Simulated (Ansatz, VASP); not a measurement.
KI in VASP and in Ansatz

INCAR

```
SYSTEM = KI
PREC = Accurate ; ENCUT = 520
EDIFF = 1E-7 ; ISMEAR = -1
SIGMA = 0.05 ; LREAL = .FALSE.
LASPH = .TRUE. ; NELM = 60
ALGO = Normal ; ISIF = 2
LWAVE = .FALSE. ; LCHARG = .FALSE.
GGA = PE ; IBRION = 2
NSW = 40 ; EDIFFG = -0.02
```

File KPOINTS:

```
Automatic mesh
0
G
  7 7 7
  0 0 0
```

File POSCAR:

```
KI
1.0
    0.0000000000      3.5327750000      3.6034305000
    3.5327750000      0.0000000000      3.6034305000
    3.5327750000      3.5327750000      0.0000000000
I K
1 1
Direct
    0.5000000000      0.5000000000      0.5000000000
    0.0000000000      0.0000000000      0.0000000000
```

File input.yaml:

```yaml
crystal:
  lattice:
    - [0.0, 3.532775, 3.6034305]
    - [3.532775, 0.0, 3.6034305]
    - [3.532775, 3.532775, 0.0]
  atoms:
    - { symbol: I, position: [0.5, 0.5, 0.5] }
    - { symbol: K, position: [0.0, 0.0, 0.0] }
hamiltonian:
  xc: pbe
  pseudopotentials: { kind: paw }
kpoints:
  mp_grid: { grid: [7, 7, 7] }
scf:
  occupations: { method: fermi_dirac, width: 0.05 }
output:
  forces: true
  stress: true
  eigenvalues: true
relax:
  f_tol: 0.01
  max_steps: 40
```

Change from the starting cell: strain = 0.02.

Alike in both runs: task relaxation of the atoms; functional PBE; k mesh 7 × 7 × 7; occupations fermi-dirac, width 0.05 eV; no spin polarisation.

```csv
,VASP,Ansatz
version,VASP 6.6.1,Ansatz 0.2.0
potentials or method,"VASP PAW PBE potentials, release 64 (I, K_sv)",Ansatz PAW
plane-wave cutoff (eV),520,420
valence electrons in the cell,16,26
```

|  | VASP | Ansatz | Ansatz less VASP |
| --- | --- | --- | --- |
| gap on the k mesh at the Fermi level, each at its own relaxed structure (eV) | 3.92 | 3.92 | +0.004 |

The two sets of potentials don't hold the same shells in valence.

Caveats: the relaxation stopped at its first step, so nothing moved; spin-orbit coupling is left out, which moves the levels of the heavy elements; an odd mesh through Γ misses points on the zone boundary, where band edges often lie (VASP); odd divisions of the mesh miss points on the zone boundary, where band edges often lie, so the gap on the mesh can be too wide (Ansatz).
